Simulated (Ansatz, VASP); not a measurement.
BiTe in VASP and in Ansatz

```
Bi Te
1.0
     2.42271    1.39875    3.31729
    -2.42271    1.39875    3.31729
     0.00000   -2.79750    3.31729
Bi Te
1 1
Direct
  0.50000 0.50000 0.50000
  0.00000 0.00000 0.00000
```

The cell comes from a database or a generator and needn't be the stable form of this composition.

Alike in both runs: task single point; functional PBEsol; k mesh 15 × 15 × 15; occupations gaussian, width 0.15 eV; no spin polarisation.

```csv
,VASP,Ansatz
version,VASP 6.6.1,Ansatz 0.2.0
potentials or method,"VASP PAW PBE potentials, release 64 (Bi_d, Te)","scalar-relativistic, plane waves, PAW"
plane-wave cutoff (eV),520,420
valence electrons in the cell,21,31
```

VASP gave:

* gap on the k mesh at the Fermi level (eV): none
* pressure (GPa): -2.5
* largest component of the traceless stress (GPa): 0.24

**Question.** What did Ansatz give for the same quantities?

**Answer.** gap on the k mesh at the Fermi level (eV): none; pressure (GPa): -2.5; largest component of the traceless stress (GPa): 0.25.

A gap of «none» marks a metal or a gap that the smearing closes. With one functional, cell and mesh, what is left measures potentials, basis and numerics. The two sets of potentials don't hold the same shells in valence.

Caveats: the PAW data sets were made with another functional, which shifts forces and pressure a little (VASP); spin-orbit coupling is left out, which moves the levels of the heavy elements.
